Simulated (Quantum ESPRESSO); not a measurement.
# Al (Im-3m) in Quantum ESPRESSO: settings compared

Aim: see how the results for Al move with the level of theory and the settings. Levels: revPBE, vdW-DF-cx. Tasks: phonons.

Program: Quantum ESPRESSO 7.5. These are calculated values, not measurements. Logs are shortened: lines on timing, memory, paths and dates and some standing lists are left out, and cuts for length are marked.

## (1) Starting point

The structure is cubic, space group Im-3m (No. 229). Conventional cell: a = 3.182 Å, b = 3.182 Å, c = 3.182 Å, α = 90.00°, β = 90.00°, γ = 90.00°. Around Al (site symmetry m-3m) lie 8 Al at 2.76 Å.

This isn't the form of Al at room conditions, which is fcc.

## (2) Phonons, revPBE

File pw.in:

```
&CONTROL
  calculation = 'scf'
  prefix = 'pwscf'
  outdir = './tmp'
  pseudo_dir = './pseudo'
  tprnfor = .true.
  tstress = .true.
  disk_io = 'low'
/
&SYSTEM
  ibrav = 0
  nat = 1
  ntyp = 1
  ecutwfc = 40
  nbnd = 6
  input_dft = 'revpbe'
  occupations = 'smearing'
  smearing = 'mv'
  degauss = 0.01469973
/
&ELECTRONS
  conv_thr = 2d-10
  electron_maxstep = 120
  mixing_beta = 0.5
/
ATOMIC_SPECIES
Al    26.9815 Al.upf
CELL_PARAMETERS angstrom
  -1.5912186900    1.5912186900    1.5912186900
   1.5912186900   -1.5912186900    1.5912186900
   1.5912186900    1.5912186900   -1.5912186900
ATOMIC_POSITIONS angstrom
Al     0.0000000000    0.0000000000    0.0000000000
K_POINTS automatic
12 12 12 0 0 0
```

File relax.in:

```
&CONTROL
  calculation = 'vc-relax'
  prefix = 'pwscf'
  outdir = './tmp'
  pseudo_dir = './pseudo'
  tprnfor = .true.
  tstress = .true.
  disk_io = 'low'
  nstep = 40
  forc_conv_thr = 0.0001
  etot_conv_thr = 1d-06
/
&SYSTEM
  ibrav = 0
  nat = 1
  ntyp = 1
  ecutwfc = 40
  nbnd = 6
  input_dft = 'revpbe'
  occupations = 'smearing'
  smearing = 'mv'
  degauss = 0.01469973
/
&ELECTRONS
  conv_thr = 2d-10
  electron_maxstep = 120
  mixing_beta = 0.5
/
&IONS
  ion_dynamics = 'bfgs'
/
&CELL
  cell_dynamics = 'bfgs'
  press = 0
  press_conv_thr = 0.2
/
ATOMIC_SPECIES
Al    26.9815 Al.upf
CELL_PARAMETERS angstrom
  -1.5912186900    1.5912186900    1.5912186900
   1.5912186900   -1.5912186900    1.5912186900
   1.5912186900    1.5912186900   -1.5912186900
ATOMIC_POSITIONS angstrom
Al     0.0000000000    0.0000000000    0.0000000000
K_POINTS automatic
12 12 12 0 0 0
```

File scf2.in:

```
&CONTROL
  calculation = 'scf'
  prefix = 'pwscf'
  outdir = './tmp'
  pseudo_dir = './pseudo'
  tprnfor = .true.
  tstress = .true.
  disk_io = 'low'
/
&SYSTEM
  ibrav = 0
  nat = 1
  ntyp = 1
  ecutwfc = 40
  nbnd = 6
  input_dft = 'revpbe'
  occupations = 'smearing'
  smearing = 'mv'
  degauss = 0.01469973
/
&ELECTRONS
  conv_thr = 1d-13
  electron_maxstep = 120
  mixing_beta = 0.5
  startingpot = 'file'
  startingwfc = 'file'
/
ATOMIC_SPECIES
Al    26.9815 Al.upf
CELL_PARAMETERS angstrom
  -1.6166444009    1.6166444009    1.6166444009
   1.6166444009   -1.6166444009    1.6166444009
   1.6166444009    1.6166444009   -1.6166444009
ATOMIC_POSITIONS angstrom
Al     0.0000000000    0.0000000000    0.0000000000
K_POINTS automatic
12 12 12 0 0 0
```

File ph.in:

```
phonons of Al
&INPUTPH
  prefix = 'pwscf'
  outdir = './tmp'
  tr2_ph = 1d-18
  fildyn = 'dyn'
  niter_ph = 90
  alpha_mix(1) = 0.4
/
0.4330127019 0.4330127019 -0.0000000000
```

Potentials or basis: PseudoDojo 0.4.1 SR PBE standard.

Command:

```bash
> OMP_NUM_THREADS=1 pw.x -in pw.in > pw.out
> OMP_NUM_THREADS=1 pw.x -in relax.in > relax.out
> OMP_NUM_THREADS=1 pw.x -in scf2.in > scf2.out
> OMP_NUM_THREADS=1 ph.x -in ph.in > ph.out
```

pw.out:

```text
This program is part of the open-source Quantum ESPRESSO suite
     for quantum simulation of materials; please cite
         "P. Giannozzi et al., J. Phys.:Condens. Matter 21 395502 (2009);
         "P. Giannozzi et al., J. Phys.:Condens. Matter 29 465901 (2017);
         "P. Giannozzi et al., J. Chem. Phys. 152 154105 (2020);
     in publications or presentations arising from this work. More details at

     IMPORTANT: XC functional enforced from input :
     Exchange-correlation= REVPBE
                           (   1   4   4   4   0   0   0)
     Any further DFT definition will be discarded
     Please, verify this is what you really want

     Message from routine setup:
     using ibrav=0 with symmetry is DISCOURAGED, use correct ibrav instead

     G-vector sticks info
     --------------------
     sticks:   dense  smooth     PW     G-vecs:    dense   smooth      PW
     Sum         333     333    129                 3781     3781     959

     Using Slab Decomposition

     bravais-lattice index     =            0
     lattice parameter (alat)  =       5.2082  a.u.
     unit-cell volume          =     108.7542 (a.u.)^3
     number of atoms/cell      =            1
     number of atomic types    =            1
     number of electrons       =         3.00
     number of Kohn-Sham states=            6
     kinetic-energy cutoff     =      40.0000  Ry
     charge density cutoff     =     160.0000  Ry
     scf convergence threshold =      2.0E-10
     mixing beta               =       0.5000
     number of iterations used =            8  plain     mixing
     Exchange-correlation= REVPBE
                           (   1   4   4   4   0   0   0)

     celldm(1)=   5.208221  celldm(2)=   0.000000  celldm(3)=   0.000000
     celldm(4)=   0.000000  celldm(5)=   0.000000  celldm(6)=   0.000000

     crystal axes: (cart. coord. in units of alat)
               a(1) = (  -0.577350   0.577350   0.577350 )
               a(2) = (   0.577350  -0.577350   0.577350 )
               a(3) = (   0.577350   0.577350  -0.577350 )

     reciprocal axes: (cart. coord. in units 2 pi/alat)
               b(1) = ( -0.000000  0.866025  0.866025 )
               b(2) = (  0.866025 -0.000000  0.866025 )
               b(3) = (  0.866025  0.866025  0.000000 )

     PseudoPot. # 1 for Al read from file:
     Al.upf
     Pseudo is Norm-conserving + core correction, Zval =  3.0
     Generated using ONCVPSP code by D. R. Hamann
     Using radial grid of 1876 points,  6 beta functions with:
                l(1) =   0
                l(2) =   0
                l(3) =   1
                l(4) =   1
                l(5) =   2
                l(6) =   2

     atomic species   valence    mass     pseudopotential
     Al                3.00    26.98150     Al( 1.00)

     48 Sym. Ops., with inversion, found

   Cartesian axes

     site n.     atom                  positions (alat units)
         1        Al     tau(   1) = (   0.0000000   0.0000000   0.0000000  )

     number of k points=    72  Marzari-Vanderbilt smearing, width (Ry)=  0.0147
                       cart. coord. in units 2pi/alat
        k(    1) = (   0.0000000   0.0000000   0.0000000), wk =   0.0011574
        k(    2) = (   0.0721688   0.0721688   0.0000000), wk =   0.0138889
        k(    3) = (   0.1443376   0.1443376   0.0000000), wk =   0.0138889
        k(    4) = (   0.2165064   0.2165064   0.0000000), wk =   0.0138889
        k(    5) = (   0.2886751   0.2886751   0.0000000), wk =   0.0138889
        k(    6) = (   0.3608439   0.3608439   0.0000000), wk =   0.0138889
[... 64 lines left out ...]
        k(   71) = (  -0.8660254  -0.0721688  -0.0721688), wk =   0.0138889
        k(   72) = (  -0.8660254  -0.8660254  -0.8660254), wk =   0.0011574

     Dense  grid:     3781 G-vectors     FFT dimensions: (  24,  24,  24)

     Initial potential from superposition of free atoms

     starting charge       2.9976, renormalised to       3.0000
     Starting wfcs are    4 randomized atomic wfcs +    2 random wfcs

     Self-consistent Calculation

     iteration #  1     ecut=    40.00 Ry     beta= 0.50
     Davidson diagonalization with overlap
     ethr =  1.00E-02,  avg # of iterations =  6.2

     Threshold (ethr) on eigenvalues was too large:
     Diagonalizing with lowered threshold

     Davidson diagonalization with overlap
     ethr =  1.85E-04,  avg # of iterations =  3.0

     total energy              =      -4.62765610 Ry
     estimated scf accuracy    <       0.00546296 Ry

     iteration #  2     ecut=    40.00 Ry     beta= 0.50
     Davidson diagonalization with overlap
     ethr =  1.82E-04,  avg # of iterations =  1.0

     total energy              =      -4.62731393 Ry
     estimated scf accuracy    <       0.00119137 Ry

     iteration #  3     ecut=    40.00 Ry     beta= 0.50
     Davidson diagonalization with overlap
     ethr =  3.97E-05,  avg # of iterations =  1.9

     total energy              =      -4.62735009 Ry
     estimated scf accuracy    <       0.00000076 Ry

     iteration #  4     ecut=    40.00 Ry     beta= 0.50
     Davidson diagonalization with overlap
     ethr =  2.54E-08,  avg # of iterations =  4.9

     total energy              =      -4.62735285 Ry
     estimated scf accuracy    <       0.00000002 Ry

     iteration #  5     ecut=    40.00 Ry     beta= 0.50
     Davidson diagonalization with overlap
     ethr =  6.42E-10,  avg # of iterations =  1.6

     total energy              =      -4.62735285 Ry
     estimated scf accuracy    <          4.0E-09 Ry

     iteration #  6     ecut=    40.00 Ry     beta= 0.50
     Davidson diagonalization with overlap
     ethr =  1.32E-10,  avg # of iterations =  1.1

     End of self-consistent calculation

          k = 0.0000 0.0000 0.0000 (   459 PWs)   bands (ev):

    -3.1184  21.5887  21.5887  23.2056  23.2056  23.2056

          k = 0.0722 0.0722 0.0000 (   451 PWs)   bands (ev):

    -2.9154  19.4206  20.4376  20.8224  22.3828  23.3971

          k = 0.1443 0.1443 0.0000 (   465 PWs)   bands (ev):

    -2.3084  15.9587  19.0498  19.4528  21.0384  22.2302

          k = 0.2165 0.2165 0.0000 (   465 PWs)   bands (ev):

    -1.3024  12.5443  17.9453  18.2082  19.8735  21.2466

          k = 0.2887 0.2887 0.0000 (   468 PWs)   bands (ev):

     0.0941   9.3890  17.1548  17.2735  19.0159  20.4693

          k = 0.3608 0.3608 0.0000 (   464 PWs)   bands (ev):

     1.8670   6.5525  16.6815  16.7012  18.4959  19.9714

          k =-0.4330-0.4330 0.0000 (   476 PWs)   bands (ev):

     3.7662   4.2978  16.5088  16.5233  18.3213  19.8001

          k = 0.1443 0.0722 0.0722 (   464 PWs)   bands (ev):

    -2.5105  17.6991  17.9114  19.7557  22.5040  22.6219

          k = 0.2165 0.1443 0.0722 (   462 PWs)   bands (ev):

    -1.7039  14.3410  16.4422  18.5165  21.3996  22.7118

          k = 0.2887 0.2165 0.0722 (   463 PWs)   bands (ev):

    -0.5027  11.0611  15.3736  17.5194  20.4032  22.3530

          k = 0.3608 0.2887 0.0722 (   469 PWs)   bands (ev):

     1.0827   8.0675  14.6523  16.8401  19.7085  21.8688

          k = 0.4330 0.3608 0.0722 (   465 PWs)   bands (ev):

     3.0269   5.4151  14.2892  16.4978  19.3544  21.5857

          k = 0.2887 0.1443 0.1443 (   461 PWs)   bands (ev):

    -0.7022  12.7946  13.3945  17.4479  21.9779  22.3940

          k = 0.3608 0.2165 0.1443 (   467 PWs)   bands (ev):

     0.6883   9.9142  12.2321  16.6152  21.3800  23.2470

          k = 0.4330 0.2887 0.1443 (   465 PWs)   bands (ev):

     2.4528   7.1139  11.6586  16.1011  20.8888  24.1204

          k = 0.5052 0.3608 0.1443 (   467 PWs)   bands (ev):

     4.3306   4.8866  11.4694  15.9277  20.7195  24.3591

          k = 0.4330 0.2165 0.2165 (   468 PWs)   bands (ev):

     2.2590   8.8528   9.5918  15.9483  22.5074  23.0299

          k = 0.5052 0.2887 0.2165 (   468 PWs)   bands (ev):

     4.1800   6.5303   8.9171  15.6045  22.4300  24.4390

          k = 0.5774 0.2887 0.2887 (   463 PWs)   bands (ev):

     6.0257   6.0257   7.0386  15.4343  24.1469  24.1475

          k = 0.1443 0.1443 0.1443 (   456 PWs)   bands (ev):

    -1.9052  16.1375  16.1375  16.7382  24.3044  24.3047

          k = 0.2165 0.2165 0.1443 (   466 PWs)   bands (ev):

    -0.9020  12.8746  14.8523  15.4616  23.6876  24.0611

          k = 0.2887 0.2887 0.1443 (   470 PWs)   bands (ev):

     0.4904   9.7493  13.9188  14.5995  22.9734  23.4519

          k = 0.3608 0.3608 0.1443 (   470 PWs)   bands (ev):

     2.2577   6.9288  13.3549  14.0774  22.4936  23.0418

          k = 0.4330 0.4330 0.1443 (   472 PWs)   bands (ev):

     4.1422   4.6918  13.1663  13.9024  22.3277  22.8988

          k =-0.0000-0.0000 0.1443 (   458 PWs)   bands (ev):

    -2.7128  18.8602  18.8602  21.2142  21.3160  21.9863

          k = 0.2887 0.2165 0.2165 (   469 PWs)   bands (ev):

     0.2923  11.4897  12.1030  14.2004  24.8529  24.8902

          k = 0.3608 0.2887 0.2165 (   470 PWs)   bands (ev):

     1.8681   8.7836  11.1110  13.4697  24.4208  25.6279

          k = 0.4330 0.3608 0.2165 (   469 PWs)   bands (ev):
[... 105 lines left out ...]
     4.5197   5.0844  12.9330  15.2318  21.5542  22.0720

          k =-0.7939-0.2165-0.2887 (   459 PWs)   bands (ev):

     4.1833   6.5534  11.0120  15.9935  20.1169  21.6345

          k =-0.7217-0.1443-0.2887 (   462 PWs)   bands (ev):

     4.0005   8.2843   8.9978  17.4910  18.2805  21.4513

          k =-0.7217-0.2165-0.2165 (   460 PWs)   bands (ev):

     5.8382   6.3783   8.5428  17.6277  19.5444  19.9747

          k = 0.4330 0.4330 0.4330 (   456 PWs)   bands (ev):

     7.1559   7.1559   7.1559   8.7105  30.2974  30.2975

          k = 0.0000 0.0000 0.4330 (   458 PWs)   bands (ev):

     0.4911  13.2823  13.2823  14.7896  16.4386  25.1416

          k =-0.0000-0.0722 0.5052 (   458 PWs)   bands (ev):

     1.8699  10.9327  12.3950  14.4004  16.3364  24.0820

          k = 0.0000-0.1443 0.5774 (   457 PWs)   bands (ev):

     3.6181   8.2251  11.8630  14.0039  17.6310  21.7218

          k = 0.0722-0.0722 0.5774 (   463 PWs)   bands (ev):

     3.4268   9.9548  10.4987  14.6894  15.8974  21.5775

          k =-0.8660-0.2165-0.2165 (   462 PWs)   bands (ev):

     5.4618   6.0469  11.6856  13.8369  19.1672  19.8621

          k =-0.7939-0.1443-0.2165 (   463 PWs)   bands (ev):

     5.3279   7.6538   9.9195  14.7720  17.0373  19.2871

          k =-0.7217-0.1443-0.1443 (   466 PWs)   bands (ev):

     7.1554   7.1554   8.1219  16.3448  16.3448  17.8357

          k =-0.0000-0.0000 0.5774 (   458 PWs)   bands (ev):

     3.2343  11.5066  11.5066  12.7588  14.5791  21.4409

          k = 0.0000-0.0722 0.6495 (   464 PWs)   bands (ev):

     4.9620   9.4488  10.9744  12.8049  14.7898  18.9216

          k =-0.8660-0.1443-0.1443 (   466 PWs)   bands (ev):

     6.7792   7.3468  10.7972  12.7597  15.9621  17.2041

          k =-0.7939-0.0722-0.1443 (   468 PWs)   bands (ev):

     6.8267   8.8332   9.4136  13.5281  14.4888  16.6969

          k = 0.0000 0.0000 0.7217 (   462 PWs)   bands (ev):

     6.6586  10.4424  10.4424  11.5380  13.2149  16.4240

          k =-0.8660-0.0722-0.0722 (   474 PWs)   bands (ev):

     8.4591   8.8890  10.2652  11.8958  13.1411  15.0010

          k =-0.8660-0.8660-0.8660 (   466 PWs)   bands (ev):

    10.0881  10.0881  10.0881  11.1307  11.1307  14.0528

     the Fermi energy is     8.1774 ev

!    total energy              =      -4.62735285 Ry
     estimated scf accuracy    <          7.1E-13 Ry
     smearing contrib. (-TS)   =      -0.00010102 Ry
     internal energy E=F+TS    =      -4.62725184 Ry

     The total energy is F=E-TS. E is the sum of the following terms:
     one-electron contribution =       2.99227540 Ry
     hartree contribution      =       0.00484472 Ry
     xc contribution           =      -2.17817059 Ry
     ewald contribution        =      -5.44620137 Ry

     convergence has been achieved in   6 iterations

     Forces acting on atoms (cartesian axes, Ry/au):

     atom    1 type  1   force =     0.00000000    0.00000000    0.00000000

     Total force =     0.000000     Total SCF correction =     0.000000

     Computing stress (Cartesian axis) and pressure

          total   stress  (Ry/bohr**3)                   (kbar)     P=       35.95
   0.00024435   0.00000000   0.00000000           35.95        0.00        0.00
   0.00000000   0.00024435   0.00000000            0.00       35.95        0.00
   0.00000000   0.00000000   0.00024435            0.00        0.00       35.95

=------------------------------------------------------------------------------=
   JOB DONE.
=------------------------------------------------------------------------------=
```

It took 1.9 min on 1 thread of Intel Xeon at 2.50GHz (Skylake/Cascade Lake), shared host; peak memory 0.09 GiB.

Results:

* Free energy: -62.9668 eV
* Relaxed volume: 16.90 Å³/atom
* Relaxed cell: a = 2.800 Å, b = 2.800 Å, c = 2.800 Å, α = 109.47°, β = 109.47°, γ = 109.47°
* Space group after relaxing (to 0.05 Å): Im-3m (No. 229)
* Pressure after relaxing: 0.0 GPa
* Band gap on the k mesh: none (metal or under the smearing width)
* Highest phonon frequency at the q point run: 307 cm⁻¹
* Most unstable mode: 117i cm⁻¹

The path:
| step | energy change (eV) | largest force (eV/Å) | pressure (GPa) | volume (Å³) |
| --- | --- | --- | --- | --- |
| 1 | 0.0000 | 0.0000 | 3.59 | 16.12 |
| 2 | -0.0053 | 0.0000 | 2.13 | 16.41 |
| 3 | -0.0081 | 0.0000 | 0.65 | 16.74 |
| 4 | -0.0084 | 0.0000 | 0.03 | 16.89 |
| 5 | -0.0084 | 0.0000 | 0.00 | 16.90 |

Final structure:
```
Al
1.0
    -1.61664    1.61664    1.61664
     1.61664   -1.61664    1.61664
     1.61664    1.61664   -1.61664
Al
1
Direct
  0.00000 0.00000 0.00000
```

Phonon frequencies in cm⁻¹ (negative: imaginary):
```csv
q point,frequencies
"(0.000, 0.000, 0.500)",-117 199 307
```

Phonon modes at q = (0.000, 0.000, 0.500) in reciprocal lattice units:
```csv
mode,symmetry,cm⁻¹
1,B_2u,-117
2,B_1u,199
3,B_3u,307
```

Caveat: the potentials were made for another functional, which shifts forces and pressure; some modes are imaginary.

(Continued in part 2 of 2.)
